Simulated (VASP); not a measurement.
Set up this calculation in VASP 6.6.1, as the native input.

* Task: single point
* Functional: RPBE
* Potentials or basis: VASP PAW PBE potentials, release 64 (Re)
* Cutoff: 520 eV
* k mesh: 12 × 12 × 12
* Occupations: gaussian, width 0.1 eV
* Spin: no spin polarisation
* Further INCAR settings: ALGO = Normal; EDIFF = 1e-06; NBANDS = 10

The structure of Re lies in POSCAR:

```
Re
1.0
    0.0000000000      1.9750000000      1.9750000000
    1.9750000000      0.0000000000      1.9750000000
    1.9750000000      1.9750000000      0.0000000000
Re
1
Direct
    0.0000000000      0.0000000000      0.0000000000
```

This isn't the form of Re at room conditions, which is hcp.

These files were run (other wordings do the same):

INCAR

```
SYSTEM = Re
  PREC = Accurate
  ENCUT = 520
  EDIFF = 1E-6
  ISMEAR = 0
  SIGMA = 0.1
  LREAL = .False.
  LASPH = .True.
  NELM = 80
  ALGO = Normal
  ISIF = 2
  LWAVE = .False.
  LCHARG = .False.
  GGA = RP
  NBANDS = 10
```

KPOINTS

```
regular mesh
0
Gamma
  12 12 12
  0 0 0
```

Potentials or basis: VASP PAW PBE potentials, release 64 (Re).

The run is started by

```sh
$ cat potpaw_PBE.64/Re/POTCAR > POTCAR
$ mpirun -np 1 vasp_std > vasp.out
```

Results of the run:

```
Pressure               : -6.2 GPa
Band gap on the k mesh : none (metal or under the smearing width)
```

Caveat: the PAW data sets were made with another functional, which shifts forces and pressure a little.

Run time: 10 s on 1 thread of AMD EPYC 9R45 (Zen 5) (shared host), peak memory 0.11 GiB.
